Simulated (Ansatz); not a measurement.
# SnSe2 (P-3m1) in Ansatz: a series of runs

One crystal, SnSe2, is run at these levels: BLYP+D4; tasks: single point, equation of state.

Program: Ansatz 0.2.0. These are calculated values, not measurements. Logs are shortened: lines on timing, memory, paths and dates and some standing lists are left out, and cuts for length are marked.

### 1 The structure

Symmetry: P-3m1, No. 164, trigonal system. The conventional cell has a = 3.811 Å, b = 3.811 Å, c = 6.136 Å, α = 90.00°, β = 90.00°, γ = 120.00°. Sn (site symmetry -3m) has 6 Se at 2.68 Å as nearest neighbours. Around Se (site symmetry 3m) lie 3 Sn at 2.68 Å.

### 2 Single point, BLYP+D4, 24.18 Å³/atom (volume scaled by 0.94)

input.yaml reads:

```yaml
crystal:
  lattice:
    - [3.7332026603, 0.0, 0.0]
    - [-1.8666013302, 3.2330483413, 0.0]
    - [0.0, 0.0, 6.0107403631]
  atoms:
    - { symbol: Sn, position: [0.0, 0.0, 0.0] }
    - { symbol: Se, position: [0.6666666667, 0.3333333333, 0.751] }
    - { symbol: Se, position: [0.3333333333, 0.6666666667, 0.249] }
hamiltonian:
  xc: blyp
  pseudopotentials: { kind: paw }
  dispersion: d4
kpoints:
  mp_grid: { grid: [8, 8, 5] }
scf:
  occupations: { method: fermi_dirac, width: 0.05 }
output:
  forces: true
  stress: true
  eigenvalues: true
```

Potentials or basis: Ansatz PAW.

The run is started by

```
$ ansatz run input.yaml --threads 2 --pin off --max-ram 5120MiB --backend cpu --events-out ev --progress --plain --runs-dir out
```

The program printed:

```text
Warning: RAYON_NUM_THREADS=2 ignored (pool sized by the plan → 2); use --threads N
Engine: ansatz 0.2.0, aarch64-unknown-linux-gnu
Pseudopotentials: kind: paw
Pseudopotential: Sn, paw, valence charge 14, recommended cutoff 420 eV (normal), Sn.paw.azcp
Pseudopotential: Se, paw, valence charge 16, recommended cutoff 420 eV (normal), Se.paw.azcp
Functional definition: BLYP
  parameter beta = 0.0042
  parameter a = 0.04918
  parameter b = 0.132
  parameter c = 0.2533
  parameter d = 0.349
  exchange = b88_x(beta = beta)
  correlation = lyp_c(a = a, b = b, c = c, d = d)
Crystal: 3 atoms, lattice volume = 72.547 Å³
Basis set: ecut = 420 eV, 1413 PW (Γ), exchange–correlation on 50×50×90 points (8 copies of the dense FFT grid, shifted against one another)
Bands: 28, of which v1, the nominal top of the filled ones, is band 23 counted from 1 (22 counted from 0)
Symmetry: 12 space group operations
Space group: P-3m1 (ITA 164), of the structure as read, at distance tolerance 4.2e-5 Å
k-points: 40 of 320
Non-local potential: Sn, projectors of the file, l = 0: 2, l = 1: 2, l = 2: 2, l = 3: 2
Non-local potential: Se, projectors of the file, l = 0: 2, l = 1: 2, l = 2: 3, l = 3: 1
PAW form: soft (Blöchl's): semilocal exchange-correlation on the pseudo side does not see the compensation charge
PAW frozen core: Sn, regenerated for the run's functional, and the local potential with it (the file was generated under x = pbe(κ = 0.804, μ = 0.2195149727645171), c = pbe(β = 0.06672455060314922))
PAW frozen core: Se, regenerated for the run's functional, and the local potential with it (the file was generated under x = pbe(κ = 0.804, μ = 0.2195149727645171), c = pbe(β = 0.06672455060314922))
PAW one-centre angular grid: Sn, 590 points (default); XC on 64 Gauss nodes
PAW one-centre angular grid: Se, 590 points (default); XC on 64 Gauss nodes
Initial density: superposition of atomic densities (neutral atoms: chi_scale 0, normalization atom), corrected by the library's trained network
Initial wavefunctions: pseudopotential atomic-orbital guess
Functional: x = b88, c = lyp
SCF iter   1: F=—  HF=-17003.523260 eV  |F-HF|=—  |Δ(HF+E_count)|=         —  Δρ=7.48e-3  dr2=5.48e-2  ethr=1.77e-3  ⟨swp⟩=6.6  Hψ=5030  notcnv=0
preconditioner: auto → Resta (q_TF=auto, 2.529 Å⁻¹)  ε∞=2.8  [insulator: Δε(μ)=0.972 eV  Ē_g=16.624 eV  σ=0.050 eV  W_gap=1.00  n_scr=22 (ndim 8)  ℏωp=22.2 eV  f_vac=0.061  D(μ)=0.00/eV (n_scr^D=0)  ε∞_Penn≈2.8]
SCF iter   2: F=—  HF=-17003.506735 eV  |F-HF|=—  |Δ(HF+E_count)|=   1.65e-2  Δρ=3.00e-3  dr2=7.07e-3  ethr=1.19e-4  ⟨swp⟩=2.0  Hψ=1716  notcnv=0  defer=22
SCF iter   3: F=—  HF=-17003.504429 eV  |F-HF|=—  |Δ(HF+E_count)|=   2.31e-3  Δρ=9.73e-4  dr2=9.45e-4  ethr=1.54e-5  ⟨swp⟩=3.0  Hψ=2071  notcnv=0  defer=22
SCF iter   4: F=—  HF=-17003.504197 eV  |F-HF|=—  |Δ(HF+E_count)|=   2.32e-4  Δρ=2.60e-4  dr2=5.82e-5  ethr=2.05e-6  ⟨swp⟩=2.0  Hψ=1418  notcnv=0  defer=22
SCF iter   5: F=—  HF=-17003.504195 eV  |F-HF|=—  |Δ(HF+E_count)|=   2.19e-6  Δρ=7.01e-5  dr2=3.22e-6  ethr=1.26e-7  ⟨swp⟩=2.6  Hψ=1960  notcnv=0  defer=22
SCF iter   6: F=—  HF=-17003.504197 eV  |F-HF|=—  |Δ(HF+E_count)|=   2.20e-6  Δρ=1.88e-5  dr2=2.04e-7  ethr=6.99e-9  ⟨swp⟩=2.0  Hψ=2017  notcnv=0  defer=22
SCF iter   7: F=-17003.504197 eV  HF=-17003.504197 eV  |F-HF|=3.35e-10  |Δ(HF+E_count)|=   2.59e-7  Δρ=3.53e-6  dr2=8.14e-9  ethr=2.17e-10  ⟨swp⟩=7.5  Hψ=4678  notcnv=0
SCF 1 converged in 7 iterations: F = -17003.504197 eV  dr2 = 8.14e-9
SCF converged after 7 iterations
Free energy (F): -17003.504197 eV
Harris-Foulkes:  -17003.504197 eV  (|F-HF|=3.35e-10)
Internal energy: -17003.504188 eV  (E = F + TS)
E sigma→0 (E₀):  -17003.504193 eV
Entropy (-TS):   -0.000009 eV (-0.003 meV/atom)
Fermi energy:    9.885015 eV
--- Per-component energies (eV) ---
  E_band       = -802.244129
  E_kinetic    = 433.794942
  E_local      = -5949.886549  (includes V_loc(G=0)·N_el)
  E_nonlocal   = -1229.661497
  E_hartree    = 3076.043445
  E_xc         = -587.681807
  E_vxc        = -288.759237  (∫ρ·V_xc dr)
  E_paw        = -8007.207009  (= ΣΔE_a)
  E_vpaw       = 80.178872  (= ΣTr[D̂ρ^β])
  E_aug_tail   = -0.001196  (compensation charges beyond the density's cutoff)
  E_ewald      = -4736.893041
  E_disp       = -2.407911  (pairwise vdW)
  E_core_change = 0.396433  (= ΣΔE_core)
  E_smearing   = -0.000009  (= −TS)
  E_closure    = 0.000000  (closes the sum)
  Σ components = -17003.504197   (vs F -17003.504197, Δ=0.00e0)
--- Forces (eV/Å), atoms counted from 1 ---
  atom   1  Sn    -0.00000000     0.00000000     0.00000000
  atom   2  Se    -0.00000000     0.00000000    -1.76838419
  atom   3  Se     0.00000000    -0.00000000     1.76838419
  max |Σ_I F_I| component: 4.63e-18 eV/Å
--- Stress (GPa, compression-positive) ---
       10.598889       0.000000       0.000000
        0.000000      10.598889      -0.000000
        0.000000      -0.000000      10.522436
  P = ⅓ Tr σ = 10.5734 GPa (105.734 kbar)
--- Band table (eV; the first three rows and the last of 40) ---
  k-point 0: bands = ["-37.3917", "-37.3917", "-37.3916", "-37.3916", "-37.3558", "-37.3558", "-37.3549", "-37.3549", "-37.3406", "-37.3403", "-11.9991", "-11.9991", "-11.9394", "-11.9251", "-11.9251", "-5.0556", "-3.0851", "3.1780", "8.6590", "8.6590", "9.0174", "9.0174", "9.4240", "10.7549", "12.5516", "14.2141", "14.2141", "17.8746"]
  k-point 1: bands = ["-37.3917", "-37.3917", "-37.3916", "-37.3916", "-37.3557", "-37.3557", "-37.3550", "-37.3550", "-37.3405", "-37.3403", "-11.9991", "-11.9991", "-11.9393", "-11.9251", "-11.9251", "-4.9995", "-3.2122", "3.4953", "8.5083", "8.6172", "8.6172", "9.0834", "9.0834", "11.4234", "12.5688", "14.1061", "14.1061", "18.0762"]
  k-point 2: bands = ["-37.3916", "-37.3916", "-37.3916", "-37.3916", "-37.3556", "-37.3556", "-37.3551", "-37.3551", "-37.3405", "-37.3404", "-11.9991", "-11.9991", "-11.9392", "-11.9251", "-11.9251", "-4.8931", "-3.4261", "4.1396", "7.3786", "8.5677", "8.5677", "9.1734", "9.1734", "12.0343", "12.5760", "13.9404", "13.9404", "17.9723"]
  k-point 39: bands = ["-37.3913", "-37.3912", "-37.3910", "-37.3910", "-37.3558", "-37.3556", "-37.3555", "-37.3553", "-37.3399", "-37.3399", "-12.0450", "-12.0077", "-11.9347", "-11.9154", "-11.8964", "-2.8191", "-2.5897", "1.7153", "4.7876", "5.1596", "5.8927", "8.7189", "9.0115", "11.8723", "14.4370", "14.6692", "15.9550", "17.0799"]
```

Wall time 2.5 s (2 threads of Arm Neoverse V1, shared host); peak memory 0.38 GiB.

What came out:

```
Free energy            : -17003.5042 eV
Pressure               : 10.6 GPa
Largest force          : 1.768 eV/Å
Band gap on the k mesh : 0.90 eV, indirect (least direct gap 1.33 eV)
```

Caveat: odd divisions of the mesh miss points on the zone boundary, where band edges often lie, so the gap on the mesh can be too wide; spin-orbit coupling is left out, which moves the levels of the heavy elements; the PAW data sets come from PBE, with cores solved anew for the run's functional, which leaves a small shift of forces and pressure; forces of over 1 eV/Å show positions far from the minimum, so gaps and moduli don't describe the material at rest.

### 3 Single point, BLYP+D4, 24.70 Å³/atom (volume scaled by 0.96)

Edit input.yaml of step 2 so:

```diff
@@ -2,5 +2,5 @@
   lattice:
-    - [3.7332026603, 0.0, 0.0]
-    - [-1.8666013302, 3.2330483413, 0.0]
-    - [0.0, 0.0, 6.0107403631]
+    - [3.7594936861, 0.0, 0.0]
+    - [-1.8797468431, 3.2558170375, 0.0]
+    - [0.0, 0.0, 6.0530709152]
   atoms:
@@ -21 +21,5 @@
   eigenvalues: true
+  write_density: true
+  write_potential: true
+  elf: true
+  volumetric_format: npy
```

Potentials or basis: Ansatz PAW.

The run is started by

```
$ ansatz run input.yaml --threads 2 --pin off --max-ram 5120MiB --backend cpu --events-out ev --progress --plain --runs-dir out
```

Wall time 3.3 s (2 threads of Arm Neoverse V1, shared host); peak memory 0.39 GiB.

The run converged. Its results:

```
Free energy            : -17003.5957 eV
Pressure               : 8.5 GPa
Largest force          : 1.520 eV/Å
Band gap on the k mesh : 0.86 eV, indirect (least direct gap 1.22 eV)
```

Caveat: odd divisions of the mesh miss points on the zone boundary, where band edges often lie, so the gap on the mesh can be too wide; spin-orbit coupling is left out, which moves the levels of the heavy elements; the PAW data sets come from PBE, with cores solved anew for the run's functional, which leaves a small shift of forces and pressure; forces of over 1 eV/Å show positions far from the minimum, so gaps and moduli don't describe the material at rest.

### 4 Single point, BLYP+D4, 25.21 Å³/atom (volume scaled by 0.98)

Edit input.yaml of step 3 so:

```diff
@@ -2,5 +2,5 @@
   lattice:
-    - [3.7594936861, 0.0, 0.0]
-    - [-1.8797468431, 3.2558170375, 0.0]
-    - [0.0, 0.0, 6.0530709152]
+    - [3.7854220481, 0.0, 0.0]
+    - [-1.8927110241, 3.2782716577, 0.0]
+    - [0.0, 0.0, 6.0948175511]
   atoms:
```

The run is started by

```
$ ansatz run input.yaml --threads 2 --pin off --max-ram 5120MiB --backend cpu --events-out ev --progress --plain --runs-dir out
```

Run time: 3.3 s. Hardware: 2 threads of Arm Neoverse V1, shared host; peak memory 0.39 GiB.

The run converged. Its results:

| Item | Value |
| --- | --- |
| Free energy | -17003.6679 eV |
| Pressure | 6.6 GPa |
| Largest force | 1.290 eV/Å |
| Band gap on the k mesh | 0.83 eV, indirect (least direct gap 1.12 eV) |

Caveat: odd divisions of the mesh miss points on the zone boundary, where band edges often lie, so the gap on the mesh can be too wide; spin-orbit coupling is left out, which moves the levels of the heavy elements; the PAW data sets come from PBE, with cores solved anew for the run's functional, which leaves a small shift of forces and pressure; forces of over 1 eV/Å show positions far from the minimum, so gaps and moduli don't describe the material at rest.

### 5 Single point, BLYP+D4, 25.73 Å³/atom

Edit input.yaml of step 4 so:

```diff
@@ -2,5 +2,5 @@
   lattice:
-    - [3.7854220481, 0.0, 0.0]
-    - [-1.8927110241, 3.2782716577, 0.0]
-    - [0.0, 0.0, 6.0948175511]
+    - [3.811, 0.0, 0.0]
+    - [-1.9055, 3.3004228138, 0.0]
+    - [0.0, 0.0, 6.136]
   atoms:
@@ -21,5 +21 @@
   eigenvalues: true
-  write_density: true
-  write_potential: true
-  elf: true
-  volumetric_format: npy
```

The run is started by

```
$ ansatz run input.yaml --threads 2 --pin off --max-ram 5120MiB --backend cpu --events-out ev --progress --plain --runs-dir out
```

It took 2.5 s on 2 threads of Arm Neoverse V1, shared host; peak memory 0.38 GiB.

It converged, with:

| Property | Result |
| --- | --- |
| Free energy | -17003.7228 eV |
| Pressure | 4.9 GPa |
| Largest force | 1.078 eV/Å |
| Band gap on the k mesh | 0.80 eV, indirect (least direct gap 1.03 eV) |

Caveat: odd divisions of the mesh miss points on the zone boundary, where band edges often lie, so the gap on the mesh can be too wide; spin-orbit coupling is left out, which moves the levels of the heavy elements; the PAW data sets come from PBE, with cores solved anew for the run's functional, which leaves a small shift of forces and pressure; forces of over 1 eV/Å show positions far from the minimum, so gaps and moduli don't describe the material at rest.

### 6 Single point, BLYP+D4, 26.24 Å³/atom (volume scaled by 1.02)

Edit input.yaml of step 5 so:

```diff
@@ -2,5 +2,5 @@
   lattice:
-    - [3.811, 0.0, 0.0]
-    - [-1.9055, 3.3004228138, 0.0]
-    - [0.0, 0.0, 6.136]
+    - [3.8362391461, 0.0, 0.0]
+    - [-1.9181195731, 3.3222805555, 0.0]
+    - [0.0, 0.0, 6.1766369459]
   atoms:
```

Potentials or basis: Ansatz PAW.

The run is started by

```
$ ansatz run input.yaml --threads 2 --pin off --max-ram 5120MiB --backend cpu --events-out ev --progress --plain --runs-dir out
```

It took 2.6 s on 2 threads of Arm Neoverse V1, shared host; peak memory 0.39 GiB.

The run converged. Its results:

```yaml
Free_energy: -17003.7622 eV
Pressure: 3.3 GPa
Largest_force: 0.882 eV/Å
Band_gap_on_the_k_mesh: 0.77 eV, indirect (least direct gap 0.95 eV)
```

Caveat: odd divisions of the mesh miss points on the zone boundary, where band edges often lie, so the gap on the mesh can be too wide; spin-orbit coupling is left out, which moves the levels of the heavy elements; the PAW data sets come from PBE, with cores solved anew for the run's functional, which leaves a small shift of forces and pressure.

### 7 Single point, BLYP+D4, 26.76 Å³/atom (volume scaled by 1.04)

Edit input.yaml of step 6 so:

```diff
@@ -2,5 +2,5 @@
   lattice:
-    - [3.8362391461, 0.0, 0.0]
-    - [-1.9181195731, 3.3222805555, 0.0]
-    - [0.0, 0.0, 6.1766369459]
+    - [3.861150488, 0.0, 0.0]
+    - [-1.930575244, 3.3438544104, 0.0]
+    - [0.0, 0.0, 6.2167461018]
   atoms:
```

The run is started by

```
$ ansatz run input.yaml --threads 2 --pin off --max-ram 5120MiB --backend cpu --events-out ev --progress --plain --runs-dir out
```

Wall time 2.6 s (2 threads of Arm Neoverse V1, shared host); peak memory 0.39 GiB.

Results (log left out):

* Free energy: -17003.7877 eV
* Pressure: 2.0 GPa
* Largest force: 0.701 eV/Å
* Band gap on the k mesh: 0.73 eV, indirect (least direct gap 0.87 eV)

Caveat: odd divisions of the mesh miss points on the zone boundary, where band edges often lie, so the gap on the mesh can be too wide; spin-orbit coupling is left out, which moves the levels of the heavy elements; the PAW data sets come from PBE, with cores solved anew for the run's functional, which leaves a small shift of forces and pressure.

### 8 Single point, BLYP+D4, 27.27 Å³/atom (volume scaled by 1.06)

Edit input.yaml of step 7 so:

```diff
@@ -2,5 +2,5 @@
   lattice:
-    - [3.861150488, 0.0, 0.0]
-    - [-1.930575244, 3.3438544104, 0.0]
-    - [0.0, 0.0, 6.2167461018]
+    - [3.8857444663, 0.0, 0.0]
+    - [-1.9428722331, 3.3651534204, 0.0]
+    - [0.0, 0.0, 6.2563442784]
   atoms:
@@ -21 +21,5 @@
   eigenvalues: true
+  write_density: true
+  write_potential: true
+  elf: true
+  volumetric_format: npy
```

The run is started by

```
$ ansatz run input.yaml --threads 2 --pin off --max-ram 5120MiB --backend cpu --events-out ev --progress --plain --runs-dir out
```

Run time: 3.5 s. Hardware: 2 threads of Arm Neoverse V1, shared host; peak memory 0.4 GiB.

Results (log left out):

- Free energy: -17003.8006 eV
- Pressure: 0.7 GPa
- Largest force: 0.534 eV/Å
- Band gap on the k mesh: 0.70 eV, indirect (least direct gap 0.80 eV)

Caveat: odd divisions of the mesh miss points on the zone boundary, where band edges often lie, so the gap on the mesh can be too wide; spin-orbit coupling is left out, which moves the levels of the heavy elements; the PAW data sets come from PBE, with cores solved anew for the run's functional, which leaves a small shift of forces and pressure.

### 9 Equation of state, BLYP+D4

Potentials or basis: Ansatz PAW.

No new run: the results of the series are fitted here.

Results:

* Equilibrium volume: 27.61 Å³/atom (rough: see the caveat)
* Bulk modulus at fixed shape and positions: 58 GPa (rough)

Energy against volume, from the lowest point:
```
volume (Å³/atom)  energy (meV/atom)
          24.182              98.80
          24.697              68.30
          25.212              44.23
          25.726              25.93
          26.241              12.80
          26.755               4.32
          27.270               0.00
```

Caveat: the potentials were made for another functional, which shifts forces and pressure; the minimum lies outside the volumes run; the cell was scaled at fixed shape and fractional positions, which overstates the stiffness of a crystal with free parameters, most of all of layers and chains.
